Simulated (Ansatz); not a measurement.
# BN in Ansatz: reference runs

Aim: a first look at BN with PBE, on the cell as given.

Program: Ansatz 0.2.0. These are calculated values, not measurements. Logs are shortened: lines on timing, memory, paths and dates and some standing lists are left out, and cuts for length are marked.

## 1. The cell of the first run

The cell holds a slab with vacuum, 6 atoms: a = 2.504 Å, b = 2.504 Å, c = 21.661 Å, α = 90.00°, β = 90.00°, γ = 120.00°.

## 2. Single point, PBE (the (0 0 1) slab of BN, cut from the database cell, not relaxed)

Input file input.yaml:

```yaml
crystal:
  lattice:
    - [2.5039917043, 0.0, 0.0]
    - [-1.2519958521, 2.1685204268, 0.0]
    - [0.0, 0.0, 21.6612]
  atoms:
    - { symbol: B, position: [0.3333333333, 0.6666666666, 0.3462412055] }
    - { symbol: "N", position: [0.6666666667, 0.3333333334, 0.3462412055] }
    - { symbol: B, position: [0.6666666667, 0.3333333334, 0.5] }
    - { symbol: "N", position: [0.3333333333, 0.6666666666, 0.5] }
    - { symbol: B, position: [0.3333333333, 0.6666666666, 0.6537587945] }
    - { symbol: "N", position: [0.6666666667, 0.3333333334, 0.6537587945] }
hamiltonian:
  xc: pbe
  pseudopotentials: { kind: paw }
kpoints:
  mp_grid: { grid: [12, 12, 1] }
scf:
  occupations: { method: fermi_dirac, width: 0.05 }
output:
  forces: true
  eigenvalues: true
efield:
  axis: 3
  dipole_correction: true
  ramp_width: 0.04
```

Potentials or basis: Ansatz PAW.

Command:

```
$ ansatz run input.yaml --threads 4 --pin off --max-ram 11264MiB --backend cpu --events-out ev --progress --plain --runs-dir out
```

The program printed:

```text
Warning: RAYON_NUM_THREADS=4 ignored (pool sized by the plan → 4); use --threads N
Engine: ansatz 0.2.0, aarch64-unknown-linux-gnu
Pseudopotentials: kind: paw
Pseudopotential: B, paw, valence charge 3, recommended cutoff 420 eV (normal), B.paw.azcp
Pseudopotential: N, paw, valence charge 5, recommended cutoff 420 eV (normal), N.paw.azcp
Functional definition: PBE
  parameter kappa = 0.804
  parameter beta = 0.06672455060314922
  exchange = pbe_x(kappa = kappa, mu = beta*pi^2/3)
  correlation = pbe_c(beta = beta)
Crystal: 6 atoms, lattice volume = 117.619 Å³
Basis set: ecut = 420 eV, 2275 PW (Γ), exchange–correlation on 36×36×300 points (8 copies of the dense FFT grid, shifted against one another)
Bands: 18, of which v1, the nominal top of the filled ones, is band 12 counted from 1 (11 counted from 0)
Symmetry: 6 space group operations
k-points: 19 of 144 (time reversal used)
Non-local potential: B, projectors of the file, l = 0: 2, l = 1: 2, l = 2: 1
Non-local potential: N, projectors of the file, l = 0: 2, l = 1: 2, l = 2: 1
PAW form: soft (Blöchl's): semilocal exchange-correlation on the pseudo side does not see the compensation charge
PAW one-centre angular grid: B, 110 points (default); XC on 64 Gauss nodes
PAW one-centre angular grid: N, 110 points (default); XC on 64 Gauss nodes
Initial density: superposition of atomic densities (neutral atoms: chi_scale 0, normalization atom), corrected by the library's trained network
Initial wavefunctions: pseudopotential atomic-orbital guess
Functional: x = pbe(κ = 0.804, μ = 0.2195149727645171), c = pbe(β = 0.06672455060314922)
SCF iter   1: F=—  HF=-1627.232987 eV  |F-HF|=—  |Δ(HF+E_count)|=         —  Δρ=1.70e-3  dr2=3.76e-3  ethr=1.77e-3  p=-0.000 e·Å  D=-7.82e-15 V/Å  ΔV_dip=0.00 eV  dr2_dipole=6.43e-8  V_vac-E_F(+/−)=3.35/3.35 eV  ⟨swp⟩=6.7  Hψ=2085  notcnv=0
efield: sawtooth ramp at fractional position 0.9800 (placed from the atoms, in the widest stretch of the axis that holds none; the zero of the levels goes with the place), width 0.0400; the density the first Hamiltonian is built on has a dipole p = -0.000 e·Å; the dipole correction subtracts the counter field D = -7.82e-15 V/Å, which shifts the + side's vacuum level by +0.00 eV against the − side's; the planar-averaged density in the ramp window peaks in size at 1.1e-4 e/Å³
preconditioner: auto → none  [insulator: Δε(μ)=4.384 eV  Ē_g=14.975 eV  σ=0.050 eV  W_gap=1.00  n_scr=14 (ndim 8)  ℏωp=16.8 eV  f_vac=0.531  D(μ)=0.00/eV (n_scr^D=0)  ε∞_Penn≈2.3]
SCF iter   2: F=—  HF=-1627.235098 eV  |F-HF|=—  |Δ(HF+E_count)|=   2.11e-3  Δρ=8.86e-4  dr2=1.16e-3  ethr=1.57e-5  p=0.000 e·Å  D=2.22e-4 V/Å  ΔV_dip=-0.00 eV  dr2_dipole=1.94e-7  V_vac-E_F(+/−)=3.61/3.62 eV  ⟨swp⟩=2.2  Hψ=755  notcnv=0  defer=22
SCF iter   3: F=—  HF=-1627.235135 eV  |F-HF|=—  |Δ(HF+E_count)|=   3.70e-5  Δρ=5.57e-4  dr2=1.21e-4  ethr=4.81e-6  p=-0.000 e·Å  D=-3.55e-5 V/Å  ΔV_dip=0.00 eV  dr2_dipole=3.19e-9  V_vac-E_F(+/−)=3.57/3.57 eV  ⟨swp⟩=2.2  Hψ=455  notcnv=0  defer=22
SCF iter   4: F=—  HF=-1627.235424 eV  |F-HF|=—  |Δ(HF+E_count)|=   2.89e-4  Δρ=1.14e-4  dr2=9.03e-6  ethr=5.03e-7  p=0.000 e·Å  D=6.76e-5 V/Å  ΔV_dip=-0.00 eV  dr2_dipole=1.46e-8  V_vac-E_F(+/−)=3.63/3.63 eV  ⟨swp⟩=2.0  Hψ=516  notcnv=0  defer=22
SCF iter   5: F=—  HF=-1627.235436 eV  |F-HF|=—  |Δ(HF+E_count)|=   1.20e-5  Δρ=2.77e-5  dr2=6.12e-7  ethr=3.76e-8  p=-0.000 e·Å  D=-2.15e-5 V/Å  ΔV_dip=0.00 eV  dr2_dipole=1.87e-9  V_vac-E_F(+/−)=3.64/3.64 eV  ⟨swp⟩=2.0  Hψ=574  notcnv=0  defer=25
iter 6 met the thresholds in force, and the SCF goes on: an eigenvalue changes by 72.35 meV, over its tolerance of 10.00 meV (output.eigenvalues, Limitations)
SCF iter   6: F=-1627.235437 eV  HF=-1627.235436 eV  |F-HF|=4.11e-7  |Δ(HF+E_count)|=   4.31e-7  Δρ=9.78e-6  dr2=5.56e-8  ethr=4.17e-10  p=0.000 e·Å  D=1.99e-5 V/Å  ΔV_dip=-0.00 eV  dr2_dipole=1.30e-9  V_vac-E_F(+/−)=3.64/3.64 eV  ⟨swp⟩=11.4  Hψ=1966  notcnv=0
iter 7 met the thresholds in force, and the SCF goes on: an eigenvalue changes by 55.09 meV, over its tolerance of 10.00 meV (output.eigenvalues, Limitations)
SCF iter   7: F=-1627.235437 eV  HF=-1627.235437 eV  |F-HF|=1.32e-7  |Δ(HF+E_count)|=   2.95e-7  Δρ=2.97e-6  dr2=8.79e-9  ethr=2.32e-10  p=-0.000 e·Å  D=-2.45e-5 V/Å  ΔV_dip=0.00 eV  dr2_dipole=2.12e-9  V_vac-E_F(+/−)=3.64/3.64 eV  ⟨swp⟩=6.6  Hψ=1709  notcnv=0
Mixer restart at iter 7: flushing history
SCF iter   8: F=-1627.235437 eV  HF=-1627.235437 eV  |F-HF|=3.60e-8  |Δ(HF+E_count)|=   1.50e-7  Δρ=2.82e-6  dr2=2.83e-8  ethr=3.66e-11  p=0.000 e·Å  D=5.63e-5 V/Å  ΔV_dip=-0.00 eV  dr2_dipole=1.11e-8  V_vac-E_F(+/−)=3.64/3.64 eV  ⟨swp⟩=6.7  Hψ=1636  notcnv=0
SCF 1 converged in 8 iterations: F = -1627.235437 eV  dr2 = 2.83e-8
SCF converged after 8 iterations
an eigenvalue changed by more than its tolerance at an iteration that met the thresholds in force, so the SCF went on 2 times, its first undamped step at iteration 7: the last check found none over its tolerance
Free energy (F): -1627.235437 eV
Harris-Foulkes:  -1627.235437 eV  (|F-HF|=3.60e-8)
Internal energy: -1627.235437 eV  (E = F + TS)
E sigma→0 (E₀):  -1627.235437 eV
Fermi energy:    1.236474 eV
Dipole field:    D = -0.000129 V/Å  (p = -0.000084 e·Å, saw-weighted, corrected)
Work function:   Φ+ = 3.6390 eV   Φ− = 3.6362 eV
Levels:          The Fermi level and band energies are counted from a zero that moves with the ramp; work functions are not
--- Per-component energies (eV) ---
  E_band       = -194.294442
  E_kinetic    = 550.160950
  E_local      = -11920.306585  (includes V_loc(G=0)·N_el)
  E_nonlocal   = 173.471881
  E_hartree    = 5707.008682
  E_xc         = -276.566911
  E_vxc        = -343.102630  (∫ρ·V_xc dr)
  E_paw        = -620.460695  (= ΣΔE_a)
  E_vpaw       = -68.534865  (= ΣTr[D̂ρ^β])
  E_aug_tail   = 0.000303  (compensation charges beyond the density's cutoff)
  E_efield     = 0.000000  (sawtooth field / dipole correction)
  E_vefield    = 0.000000  (∫n·V_field dr)
  E_ewald      = 4759.456939
  E_smearing   = -0.000000  (= −TS)
  E_closure    = 0.000000  (closes the sum)
  Σ components = -1627.235437   (vs F -1627.235437, Δ=0.00e0)
--- Forces (eV/Å), atoms counted from 1 ---
  atom   1  B      0.00000000    -0.00000000    -0.03037909
  atom   2  N     -0.00000000     0.00000000    -0.06552058
  atom   3  B     -0.00000000     0.00000000    -0.00006233
  atom   4  N      0.00000000    -0.00000000     0.00030692
  atom   5  B      0.00000000     0.00000000     0.03030689
  atom   6  N     -0.00000000     0.00000000     0.06587169
  max |Σ_I F_I| component: 5.23e-4 eV/Å
--- Band table (eV; the first three rows and the last of 19) ---
  k-point 0: bands = ["-18.7332", "-18.6240", "-18.5289", "-6.9168", "-6.2239", "-5.4514", "-2.3085", "-2.3085", "-2.2887", "-2.2887", "-2.2810", "-2.2810", "3.8891", "4.1901", "5.0622", "5.9848", "6.3479", "8.1010"]
  k-point 1: bands = ["-18.5980", "-18.4905", "-18.3968", "-6.7322", "-6.0451", "-5.2801", "-2.8663", "-2.8468", "-2.8419", "-2.5685", "-2.5474", "-2.5382", "4.1217", "4.4102", "5.2883", "6.1880", "6.5671", "8.2162"]
  k-point 2: bands = ["-18.1997", "-18.0970", "-18.0082", "-6.1863", "-5.5205", "-4.7826", "-4.2765", "-4.2490", "-4.2463", "-3.2015", "-3.1776", "-3.1656", "4.7809", "5.0461", "5.9337", "6.7306", "7.1739", "8.3433"]
  k-point 18: bands = ["-14.9708", "-14.9565", "-14.9556", "-8.9298", "-8.8662", "-8.8172", "-8.1355", "-8.1208", "-8.1173", "-1.0281", "-1.0026", "-0.9631", "3.7053", "3.7623", "3.8100", "10.1857", "11.2159", "12.3308"]
```

It took 2 s on 4 threads of Arm Neoverse V1, shared host; peak memory 0.35 GiB.

What came out:

```
Free energy                     : -1627.2354 eV
Largest force                   : 0.066 eV/Å
Band gap on the k mesh          : 4.38 eV, indirect (least direct gap 4.67 eV)
Work function of the upper face : 3.64 eV
Work function of the lower face : 3.64 eV
Dipole across the slab          : 0.000 e·Å
```

Forces on the atoms (eV/Å):
```
B    0.000  0.000 -0.030
N    0.000  0.000 -0.066
B    0.000  0.000  0.000
N    0.000  0.000  0.000
B    0.000  0.000  0.030
N    0.000  0.000  0.066
```

Levels at points of the mesh, in eV from the valence-band top:
| k point | band 8 | band 9 | band 10 | band 11 | band 12 | band 13 | band 14 | band 15 | band 16 | band 17 |
| --- | --- | --- | --- | --- | --- | --- | --- | --- | --- | --- |
| (0.00, 0.00, 0.00) | -1.35 | -1.33 | -1.33 | -1.32 | -1.32 | 4.85 | 5.15 | 6.03 | 6.95 | 7.31 |
| (0.00, -0.50, 0.00) | -4.13 | -4.11 | -1.29 | -0.91 | -0.58 | 4.38 | 4.78 | 5.33 | 9.63 | 9.85 |
